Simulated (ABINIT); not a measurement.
Crystal: La2O3.

```xyz
5
Lattice="3.9308 0.0000 0.0000 -1.9654 3.4042 0.0000 0.0000 0.0000 6.1120" Properties=species:S:1:pos:R:3 pbc="T T T"
La    0.0000    2.2694    1.5050
La    1.9654    1.1347    4.6070
O     0.0000    0.0000    0.0000
O     0.0000    2.2694    3.9477
O     1.9654    1.1347    2.1643
```

The cell is a database's computed one.

Base run:

* Program: ABINIT 10.8.3 (patched build)
* Functional: LDA
* Potentials or basis: JTH PAW LDA v2.0
* Cutoff: 626 eV
* k mesh: 8 × 8 × 5
* Occupations: fermi-dirac, width 0.05 eV
* Spin: no spin polarisation

Its results: band gap on the k mesh 3.78 eV, indirect (least direct gap 3.92 eV); pressure -5.5 GPa; largest force 0.092 eV/Å.

The run is repeated on the same cell with these changes: functional from LDA to PBE; potentials or basis from JTH PAW LDA v2.0 to JTH PAW PBE v2.0. What comes out?

Band gap on the k mesh 3.88 eV, indirect (least direct gap 4.06 eV); pressure 2.7 GPa; largest force 0.093 eV/Å.

Caveats: spin-orbit coupling is left out, which moves the levels of the heavy elements.

A k mesh can miss the band edges.

Not every run made on this cell is shown here.
